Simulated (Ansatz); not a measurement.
**Levels of theory for CdTe (F-43m)**

Measured values to be reproduced:
- lattice constant a: 6.486 Å (cubic lattice parameter, literature experiment; quoted in “Electronic structure, structural and optical properties of thermally evaporated CdTe thin films”, 2006, arxiv:cond-mat/0608141)

The calculated numbers come from Ansatz 0.2.0. Calculated for a static, non-magnetic cell.

Structure: a 2-atom cell of CdTe started from a crystallographic database, at its r2SCAN minimum. It is cubic, F-43m (No. 216); a = 6.560 Å in the conventional setting, 35.28 Å³ an atom. Cd is surrounded by 4 Te at 2.84 Å; Te is surrounded by 4 Cd at 2.84 Å.

```
Cd Te
1.0
     0.00000    3.27990    3.27990
     3.27990    0.00000    3.27990
     3.27990    3.27990    0.00000
Cd Te
1 1
Direct
  0.00000 0.00000 0.00000
  0.25000 0.25000 0.25000
```

Relaxed lattice by functional, symmetry kept:
```csv
functional,k mesh,a (Å),volume (Å³/atom)
PBE,6×6×6,6.618,36.23
r2SCAN,6×6×6,6.560,35.28
PBEsol,6×6×6,6.490,34.17
LDA,6×6×6,6.411,32.93
HSE06,4×4×4,6.573,35.50
```

Gaps on the r2SCAN cell, each the least over its mesh and the special points:
```csv
level,k mesh,gap (eV),kind,edges,least direct gap (eV)
LDA,6×6×6,0.40,direct,Γ,0.40
PBE,6×6×6,0.66,direct,Γ,0.66
PBE+SOC,6×6×6,0.40,direct,Γ,0.40
r2SCAN,6×6×6,1.16,direct,Γ,1.16
HSE06,4×4×4,1.53,direct,Γ,1.53
HSE06+SOC,4×4×4,1.23,direct,Γ,1.23
DDH-PBE0,4×4×4,1.31,direct,Γ,1.31
PBE0,4×4×4,2.16,direct,Γ,2.16
r2SCAN0,4×4×4,2.46,direct,Γ,2.46
LC-ωPBE,4×4×4 alone,6.01,direct,Γ,6.01
```
PBE, PBE+SOC: smearing of 0.02 eV; the others have fixed occupations.
Wave cutoffs: 420 eV, 500 eV (r2SCAN, r2SCAN0).
A mesh marked alone had no extra points solved.

HSE06 gives a direct gap of 1.53 eV at Γ. Spin-orbit coupling changes the PBE gap by -0.27 eV, to 0.40 eV; at Γ the threefold valence level splits into a fourfold and a twofold level 0.85 eV apart, the fourfold one on top. Spin-orbit coupling changes the HSE06 gap by -0.30 eV, to 1.23 eV; at Γ the threefold valence level splits into a fourfold and a twofold level 0.94 eV apart, the fourfold one on top.

r2SCAN covers 58 % of the step from PBE to HSE06, while HSE06 needs about 8 times r2SCAN's cost (on a coarser mesh). Spin-orbit coupling moves the least or the direct gap by up to 0.30 eV, so it has to be included where a tenth of an eV counts. Among these functionals the gap stays direct.

r2SCAN (ground state on 6×6×6): The electronic dielectric tensor ε∞ is 7.53 in all directions. Born charges, averaged over directions: Cd +2.25, Te -2.25 e. PBE (ground state on 6×6×6): ε∞: 8.87 in all directions. Born charges, averaged over directions: Cd +2.25, Te -2.25 e.

Set against measured values:
- Lattice constant a, measured 6.486 Å: PBE 6.618 (+2.0 %), r2SCAN 6.560 (+1.1 %), PBEsol 6.490 (+0.1 %), LDA 6.411 (-1.2 %), HSE06 6.573 (+1.3 %).
The calculated lattice is static; the measured one holds thermal expansion and zero-point motion. Reports marked as nanostructured, strained, doped, implanted or mixed samples, and transport gaps, were set aside.

Only the levels marked +SOC include spin-orbit coupling.

The meshes of the hybrids are coarse, so their gaps aren't converged to the digits shown.
